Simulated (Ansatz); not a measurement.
Bi in Ansatz: the effect of functional

The system is Bi.

```
CELL_PARAMETERS angstrom
3.21664 0.00000 0.00000
0.00000 3.20002 0.00000
-0.07991 0.00000 6.40064
ATOMIC_POSITIONS crystal
Bi 0.54425 0.00000 0.74958
Bi 0.45575 0.00000 0.25042
```

This isn't the form of Bi at room conditions, which is rhombohedral.

The cell isn't the ideal one: volume scaled by 0.98.

Alike in all runs:

- Program: Ansatz 0.2.0
- Task: single point
- Potentials or basis: Ansatz PAW
- k mesh: 8 × 8 × 4
- Occupations: fermi-dirac, width 0.05 eV
- Spin: no spin polarisation

```csv
functional,cutoff,pressure (GPa),largest force (eV/Å)
LDA,420 eV (not typed: the program's choice for these potentials),-0.7,0.01
PBEsol,420 eV (not typed: the program's choice for these potentials),?,?
r2SCAN,500 eV (not typed: the program's choice for these potentials),2.3,0.02
```

Task: What does the run with functional PBEsol give?

Result: Pressure 0.6 GPa; largest force 0.01 eV/Å.

Caveats: the PAW data sets come from PBE, with cores solved anew for the run's functional, which leaves a small shift of forces and pressure.

Runs at the PBE level aren't shown here.
